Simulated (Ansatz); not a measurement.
BeO:
```
CELL_PARAMETERS angstrom
      2.69026     0.00000     0.00000
     -1.34513     2.32984     0.00000
      0.00000     0.00000     4.36940
ATOMIC_POSITIONS crystal
  Be 0.33333 0.66667 0.99990
  Be 0.66667 0.33333 0.49990
  O  0.33333 0.66667 0.37760
  O  0.66667 0.33333 0.87760
```

Relaxed with r²SCAN.

**Question.** Decompose the optical modes at the zone centre into irreducible representations, and say which are infrared and Raman allowed.

**Answer.** Point group 6mm: Γ_opt = A1 + 2B1 + E1 + 2E2. Infrared: A1, E1. Raman: A1, E1, E2.

**Question.** Assign frequencies (DFPT, plane-wave PAW r²SCAN (Ansatz code); without the LO–TO term).

**Answer.** E2 340, A1 696, E2 696, B1 723, E1 736, B1 897 cm⁻¹.

Subscripts of B labels follow the axes of the standard setting.

Space group P6_3mc (wurtzite). Symmetry was held in the r²SCAN relaxation; phonons on a q-mesh show no instability.

Potentials: the earlier of the program's two PAW sets.
